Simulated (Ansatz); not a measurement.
Runs of Ansatz 0.2.0 on Ni. The structure is cubic, space group Im-3m (No. 229). The conventional cell has a = 2.767 Å, b = 2.767 Å, c = 2.767 Å, α = 90.00°, β = 90.00°, γ = 90.00°. Around Ni (site symmetry m-3m) lie 8 Ni at 2.40 Å. This isn't the form of Ni at room conditions, which is fcc.

| task | level | potentials or basis | U | fixed moment (μB) | cutoff (eV) | smearing | hubbard projectors | double counting | driver | points for each segment of the path | other keys | gap on the mesh (eV) | pressure (GPa) | moment (μB) |
| --- | --- | --- | --- | --- | --- | --- | --- | --- | --- | --- | --- | --- | --- | --- |
| ladder of functionals | PBEsol+D4+U | Ansatz PAW | Ni d U = 4.5 eV | - | 420 | tetrahedron | all-electron-atomic | fll | - | - | - | none | -8.7 | 0.52 |
| density of states | PBE+U | Ansatz NC | Ni d U = 3 eV | - | 1400 | fermi-dirac 0.01 eV | ortho-atomic (the default) | fll (the default) | chain | - | - | none | 8.5 | 0.63 |
| ladder of functionals | PBEsol+D4+U | Ansatz PAW | Ni d U = 4.5 eV | - | 420 | tetrahedron | all-electron-atomic | fll | chain | - | - | none | -8.7 | 0.52 |
| band structure | r2SCAN+D4+U | Ansatz PAW accurate | Ni d U = 3.5 eV | 2 | 1080 | fermi-dirac 0.1 eV | all-electron-ortho-atomic | fll (the default) | chain | 14 | basis.ecutrho_ratio = 4; scf.mixing.algorithm = msr1; … | - | 53.2 | 2.00 |
| density of states | revPBE+d4+U | as the typed override names | Ni d U = 1 eV | - | 1333 | methfessel-paxton 0.1 eV | all-electron-ortho-atomic | fll (the default) | chain | - | hamiltonian.pseudopotentials = kind nc, accuracy standard; … | none | 0.7 | (a) |

Alike in all rows: spin collinear, ferromagnetic start; cell as given; k mesh 13 × 13 × 13.

Q: Estimate the missing entries.

A: (a) 0.59.

Caveats: the magnetic or orbital state may not be the lowest; the U is typed as a test and isn't derived for this compound; pairwise dispersion overbinds metals, which lowers pressure and volume (some runs); with tetrahedron occupations forces and stress needn't match the slope of the energy (some runs); the PAW data sets come from PBE, with cores solved anew for the run's functional, which leaves a small shift of forces and pressure (some runs); a pressure of tens of GPa on the cell as given is suspect, and the run, the potentials or the cell itself is likely at fault (some runs); the PAW data sets were made with another functional, which shifts forces and pressure a little (some runs).

A gap of «none» marks a metal or a gap under the smearing width.
